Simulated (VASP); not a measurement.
# KI (Fm-3m) in VASP: further runs

The runs below take KI through relaxation of cell and atoms, single point, with r2SCAN.

Program: VASP 6.6.1. These are calculated values, not measurements. Logs are shortened: lines on timing, memory, paths and dates and some standing lists are left out, and cuts for length are marked.

**Experimental background.**

A printed reference work, monograph reports, for a bulk crystal of KI: band gap 6.32 eV.

The runs below are set against these values where they give the same quantity.

### Step 1. The cell of the first run

Symmetry: Fm-3m, No. 225, cubic system. The conventional cell has a = 7.066 Å, b = 7.066 Å, c = 7.066 Å, α = 90.00°, β = 90.00°, γ = 90.00°. K (site symmetry m-3m) has 6 I at 3.53 Å within 4.6 Å. I (site symmetry m-3m) has 6 K at 3.53 Å within 4.6 Å.

### Step 2. Relaxation of cell and atoms, r2SCAN

POSCAR

```
KI
1.0
    0.0000000000      3.5327750000      3.5327750000
    3.5327750000      0.0000000000      3.5327750000
    3.5327750000      3.5327750000      0.0000000000
K I
1 1
Direct
    0.0000000000      0.0000000000      0.0000000000
    0.5000000000      0.5000000000      0.5000000000
```

INCAR.step1

```
  ALGO = Normal
  EDIFF = 1E-4
  ENCUT = 600
  GGA = PE
  ISMEAR = 0
  LASPH = True
  LCHARG = False
  LREAL = False
  LWAVE = True
  NELM = 60
  PREC = Accurate
  SIGMA = 0.02
```

INCAR.step2

```
  ALGO = Normal
  EDIFF = 1E-6
  EDIFFG = -0.005
  ENCUT = 600
  IBRION = 2
  ISIF = 3
  ISMEAR = 0
  ISTART = 1
  LASPH = True
  LCHARG = False
  LMIXTAU = True
  LREAL = False
  LWAVE = False
  METAGGA = R2SCAN
  NELM = 60
  NSW = 100
  PREC = Accurate
  SIGMA = 0.02
```

KPOINTS

```
k-points
0
Gamma
  6 6 6
```

Potentials or basis: VASP PAW PBE potentials, release 64 (K_sv, I).

The run is started by

```console
$ cat potpaw_PBE.64/K_sv/POTCAR potpaw_PBE.64/I/POTCAR > POTCAR
$ cp INCAR.step1 INCAR
$ mpirun -np 1 vasp_std > vasp.out
$ cp INCAR.step2 INCAR
$ mpirun -np 1 vasp_std > vasp.out
```

OUTCAR:

```text
EDIFF = 1E-6
   EDIFFG = -0.005
   ENCUT = 600
   IBRION = 2
   ISIF = 3
   ISMEAR = 0
   ISTART = 1
   LASPH = True
   LREAL = False
   METAGGA = R2SCAN
   NELM = 60
   NSW = 100
   PREC = Accurate

 ion  position               nearest neighbor table
   1  0.000  0.000  0.000-   2 3.53   2 3.53   2 3.53   2 3.53   2 3.53   2 3.53
   2  0.500  0.500  0.500-   1 3.53   1 3.53   1 3.53   1 3.53   1 3.53   1 3.53

  LATTYP: Found a face centered cubic cell.
 ALAT       =     7.0655500000

  Lattice vectors:

 A1 = (   0.0000000000,   3.5327750000,   3.5327750000)
 A2 = (   3.5327750000,   0.0000000000,   3.5327750000)
 A3 = (   3.5327750000,   3.5327750000,   0.0000000000)

Analysis of symmetry for initial positions (statically):
=====================================================================
 Subroutine PRICEL returns:
 Original cell was already a primitive cell.

 Routine SETGRP: Setting up the symmetry group for a
 face centered cubic supercell.

 Subroutine GETGRP returns: Found 48 space group operations
 (whereof 48 operations were pure point group operations)
 out of a pool of 48 trial point group operations.

The static configuration has the point symmetry O_h .

Analysis of symmetry for dynamics (positions and initial velocities):
=====================================================================
 Subroutine PRICEL returns:
 Original cell was already a primitive cell.

 Routine SETGRP: Setting up the symmetry group for a
 face centered cubic supercell.

 Subroutine GETGRP returns: Found 48 space group operations
 (whereof 48 operations were pure point group operations)
 out of a pool of 48 trial point group operations.

The dynamic configuration has the point symmetry O_h .

 Subroutine INISYM returns: Found 48 space group operations
 (whereof 48 operations are pure point group operations),
 and found     1 'primitive' translations

----------------------------------------------------------------------------------------

                                     Primitive cell

  volume of cell :      88.1816

  direct lattice vectors                    reciprocal lattice vectors
     0.000000000  3.532775000  3.532775000    -0.141531799  0.141531799  0.141531799
     3.532775000  0.000000000  3.532775000     0.141531799 -0.141531799  0.141531799
     3.532775000  3.532775000  0.000000000     0.141531799  0.141531799 -0.141531799

  length of vectors
     4.996098318  4.996098318  4.996098318     0.245140266  0.245140266  0.245140266

  position of ions in fractional coordinates (direct lattice)
     0.000000000  0.000000000  0.000000000
     0.500000000  0.500000000  0.500000000

  ion indices of the primitive-cell ions
   primitive index   ion index
                 1           1
[... 62 lines left out ...]
   ENCUT  =  600.0 eV  44.10 Ry    6.64 a.u.   9.98  9.98  9.98*2*pi/ulx,y,z
   NELM   =     60;   NELMIN=  2; NELMDL=  0     # of ELM steps
   EDIFF  = 0.1E-05   stopping-criterion for ELM
   LREAL  =      F    real-space projection
   EDIFFG = -.5E-02   stopping-criterion for IOM
   NSW    =    100    number of steps for IOM
   IBRION =      2    ionic relax: 0-MD 1-quasi-New 2-CG
   NFREE  =      1    steps in history (QN), initial steepest desc. (CG)
   ISIF   =      3    stress and relaxation
   ISYM   =      2    0-nonsym 1-usesym 2-fastsym
   POTIM  = 0.5000    time-step for ionic-motion
   TEBEG  =    0.0;   TEEND  =   0.0 temperature during run
   PSTRESS=    0.0 pullay stress
   NELECT =      16.0000    total number of electrons
   NUPDOWN=      -1.0000    fix difference up-down
   EMIN   =  10.00;   EMAX   =-10.00  energy-range for DOS
   EFERMI =   0.00;   METHOD = LEGACY
   ISMEAR =     0;   SIGMA  =   0.02  broadening in eV -4-tet -1-fermi 0-gaus
   EFERMI_NEDOS =   21; number of points for ismear=-14 and -15
   IALGO  =     38    algorithm
   IMIX   =      4    mixing-type and parameters
     AMIX     =   0.40;   BMIX     =  1.00
     AMIX_MAG =   1.60;   BMIX_MAG =  1.00
  volume/ion in A,a.u.               =      44.09       297.54
  Fermi-wavevector in a.u.,A,eV,Ry     =   0.926806  1.751409 11.686988  0.858969
  Thomas-Fermi vector in A             =   2.052808
   LORBIT       =      0    0 simple, 1 ext, 2 COOP (PROOUT), +10 PAW based schemes
   METAGGA = R2SCAN    functional components
   LHFCALC =     F    Hartree Fock is set to
   AEXX    =    0.0000 exact exchange contribution
   IVDW    =     0    specifies the selected vdW correction
   LEPSILON=     F    determine dielectric tensor
   LRPA    =     F    only Hartree local field effects (RPA)
 conjugate gradient relaxation of ions
 non-spin polarized calculation
 Gauss-broadening in eV      SIGMA  =   0.02
  energy-cutoff  :      600.00
  volume of cell :       88.18
 maximum number of plane-waves:      2956
   NGX = 19   NGY = 19   NGZ = 19

--------------------------------------- Ionic step        1  -------------------------------------------

 number of electron      15.9999999 magnetization

 Free energy of the ion-electron system (eV)
  ---------------------------------------------------
  ext. energy  EPLUGINS =         0.00000000
  ---------------------------------------------------
  free energy    TOTEN  =       -33.98510826 eV

  energy without entropy =      -33.98510826  energy(sigma->0) =      -33.98510826

------------------------ aborting loop because EDIFF is reached ----------------------------------------

  FORCE on cell =-STRESS in cart. coord.  units (eV):
  Direction    XX          YY          ZZ          XY          YZ          ZX
  --------------------------------------------------------------------------------------
  -------------------------------------------------------------------------------------
  Total        0.0874052      0.0874052      0.0874052      0.0000000     -0.0000000      0.0000000
  in kB        1.5880715      1.5880715      1.5880715      0.0000000     -0.0000000      0.0000000
  external PRESSURE =       1.5880715 kB  Pullay stress =       0.0000000 kB
[... 59 lines left out ...]
--------------------------------------- Ionic step        3  -------------------------------------------

 number of electron      15.9999999 magnetization

 Free energy of the ion-electron system (eV)
  ---------------------------------------------------
  ext. energy  EPLUGINS =         0.00000000
  ---------------------------------------------------
  free energy    TOTEN  =       -33.98563324 eV

  energy without entropy =      -33.98563324  energy(sigma->0) =      -33.98563324

 E-fermi :  -0.6239     XC(G=0):  -7.4720

 val. band max:       -0.8118346199   @ k =   0.0000   0.0000   0.0000
 cond. band min:       3.7682683899   @ k =   0.0000   0.0000   0.0000
 fundamental gap:      4.5801030098
 Fermi energy:        -0.6238714050

 k-point     1 :       0.0000    0.0000    0.0000
  band No.  band energies     occupation
      1     -30.4892      2.00000
      2     -13.2034      2.00000
      3     -13.2034      2.00000
      4     -13.2034      2.00000
      5     -11.6077      2.00000
      6      -0.8118      2.00000
      7      -0.8118      2.00000
      8      -0.8118      2.00000
      9       3.7683      0.00000
     10       6.2421      0.00000
     11       6.2421      0.00000
     12       6.2421      0.00000
[... 252 lines left out ...]
  FREE ENERGIE OF THE ION-ELECTRON SYSTEM (eV)
  ---------------------------------------------------
  free  energy   TOTEN  =       -33.9856332354 eV

  energy  without entropy=      -33.9856332354  energy(sigma->0) =      -33.98563324

 reached required accuracy - stopping structural energy minimisation
```

OSZICAR.step1:

```text
N       E                     dE             d eps       ncg     rms          rms(c)
DAV:   1     0.998926687127E+02    0.99893E+02   -0.72160E+03   384   0.127E+03
DAV:   2     0.109849604002E+01   -0.98794E+02   -0.92600E+02   440   0.263E+02
DAV:   3    -0.527378302616E+01   -0.63723E+01   -0.63516E+01   512   0.614E+01
DAV:   4    -0.563604608583E+01   -0.36226E+00   -0.36185E+00   692   0.124E+01
DAV:   5    -0.563726570589E+01   -0.12196E-02   -0.12196E-02   508   0.831E-01    0.304E+00
DAV:   6    -0.555464256772E+01    0.82623E-01   -0.12111E-01   472   0.221E+00    0.219E+00
DAV:   7    -0.555054025372E+01    0.41023E-02   -0.13367E-01   476   0.210E+00    0.805E-01
DAV:   8    -0.555587551322E+01   -0.53353E-02   -0.14754E-02   508   0.913E-01    0.110E-01
DAV:   9    -0.555630858362E+01   -0.43307E-03   -0.92736E-04   496   0.201E-01    0.679E-02
DAV:  10    -0.555653341277E+01   -0.22483E-03   -0.22675E-04   440   0.106E-01    0.222E-02
DAV:  11    -0.555655087424E+01   -0.17461E-04   -0.31718E-05   352   0.387E-02
   1 F= -.55565509E+01 E0= -.55565509E+01  d E =-.279831E-29
```

It took 4.4 min on 1 thread of Intel Xeon Platinum 8259CL at 2.50GHz (Skylake/Cascade Lake), shared host; peak memory 0.27 GiB.

What came out:

| Quantity | Value |
| --- | --- |
| Free energy | -33.9856 eV |
| Relaxed volume | 44.58 Å³/atom |
| Relaxed cell | a = 5.014 Å, b = 5.014 Å, c = 5.014 Å, α = 60.00°, β = 60.00°, γ = 60.00° |
| Space group after relaxing (to 0.05 Å) | Fm-3m (No. 225) |
| Energy gained by relaxing | 0.3 meV/atom |
| Ionic steps | 3 |
| Pressure after relaxing | 0.0 GPa |
| Band gap on the k mesh | 4.58 eV, direct |

The path:
| step | energy change (eV) | largest force (eV/Å) | pressure (GPa) | volume (Å³) |
| --- | --- | --- | --- | --- |
| 1 | 0.0000 | 0.0000 | 0.16 | 88.18 |
| 2 | -0.0004 | 0.0000 | 0.07 | 88.74 |
| 3 | -0.0005 | 0.0000 | 0.02 | 89.15 |

Final structure:
```cif
data_structure
_symmetry_space_group_name_H-M 'P 1'
_symmetry_Int_Tables_number 1
_cell_length_a 5.0144
_cell_length_b 5.0144
_cell_length_c 5.0144
_cell_angle_alpha 60.000
_cell_angle_beta 60.000
_cell_angle_gamma 60.000
_cell_volume 89.15
loop_
_atom_site_label
_atom_site_type_symbol
_atom_site_fract_x
_atom_site_fract_y
_atom_site_fract_z
_atom_site_occupancy
K1 K 0.00000 0.00000 0.00000 1
I1 I 0.50000 0.50000 0.50000 1
```

Caveat: the PAW data sets were made with another functional, which shifts forces and pressure a little; spin-orbit coupling is left out, which moves the levels of the heavy elements. Zero-point motion and thermal expansion aren't in these numbers.

### Step 3. Single point, r2SCAN

This run uses another cell than the first one, of 44.59 Å³/atom, 1.011 times its volume.

POSCAR

```
KI
1.0
    0.0000000000      3.5459628114      3.5459628114
    3.5459628114      0.0000000000      3.5459628114
    3.5459628114      3.5459628114      0.0000000000
K I
1 1
Direct
    0.0000000000      0.0000000000      0.0000000000
    0.5000000000      0.5000000000      0.5000000000
```

INCAR.step1

```
SYSTEM = KI
PREC     = Accurate       ! precision mode
ENCUT    = 520            ! plane-wave cutoff, eV
ISMEAR   = 0              ! smearing method
SIGMA    = 0.02           ! smearing width, eV
LREAL    = .FALSE.        ! projectors in reciprocal space
LASPH    = .TRUE.         ! aspherical terms in the spheres
NELM     = 100            ! most SCF steps
NBANDS   = 15             ! bands
GGA      = PE             ! functional
ALGO     = Normal         ! electronic algorithm
EDIFF    = 1E-4           ! SCF threshold, eV
LWAVE    = .TRUE.         ! write WAVECAR
LCHARG   = .FALSE.        ! write CHGCAR
```

INCAR.step2

```
SYSTEM = KI
PREC     = Accurate       ! precision mode
ENCUT    = 520            ! plane-wave cutoff, eV
EDIFF    = 1E-6           ! SCF threshold, eV
ISMEAR   = 0              ! smearing method
SIGMA    = 0.02           ! smearing width, eV
LREAL    = .FALSE.        ! projectors in reciprocal space
LASPH    = .TRUE.         ! aspherical terms in the spheres
NELM     = 100            ! most SCF steps
ALGO     = Normal         ! electronic algorithm
ISIF     = 2              ! what is computed and relaxed
LWAVE    = .FALSE.        ! write WAVECAR
LCHARG   = .TRUE.         ! write CHGCAR
METAGGA  = R2SCAN         ! meta-GGA
LMIXTAU  = .TRUE.       
LELF     = .TRUE.         ! ELF
LVHAR    = .TRUE.       
NBANDS   = 15             ! bands
ISTART   = 1
```

KPOINTS

```
Automatic mesh
0
G
  6 6 6
  0 0 0
```

Potentials or basis: VASP PAW PBE potentials, release 64 (K_sv, I).

The run is started by

```console
$ cat potpaw_PBE.64/K_sv/POTCAR potpaw_PBE.64/I/POTCAR > POTCAR
$ cp INCAR.step1 INCAR
$ mpirun -np 1 vasp_std > vasp.out
$ cp INCAR.step2 INCAR
$ mpirun -np 1 vasp_std > vasp.out
```

Run time: 80 s. Hardware: 1 thread of AMD EPYC 9R45 (Zen 5), shared host; peak memory 0.23 GiB.

It converged, with:

* Free energy: -33.9843 eV
* Pressure: 0.0 GPa
* Band gap on the k mesh: 4.58 eV, direct

Levels at points of the mesh, in eV from the valence-band top:
```
           k point  band 5  band 6  band 7  band 8  band 9  band 10  band 11  band 12
(0.00, 0.00, 0.00)  -10.80    0.00    0.00    0.00    4.58     7.05     7.05     7.05
(0.50, 0.00, 0.00)  -10.52   -1.29   -0.33   -0.33    6.01     8.30     8.74     8.74
(0.50, 0.50, 0.00)  -10.65   -1.00   -0.37   -0.37    5.39     6.47     8.82     9.39
```

Caveat: the PAW data sets were made with another functional, which shifts forces and pressure a little; spin-orbit coupling is left out, which moves the levels of the heavy elements.

### Step 4. Against experiment

Step 3. A measured gap of KI is 6.32 eV (a printed reference work, monograph); the calculated 4.58 eV misses it by -1.74 eV. Spin-orbit coupling on I is left out. The value is that of r2SCAN, without temperature or zero-point motion.
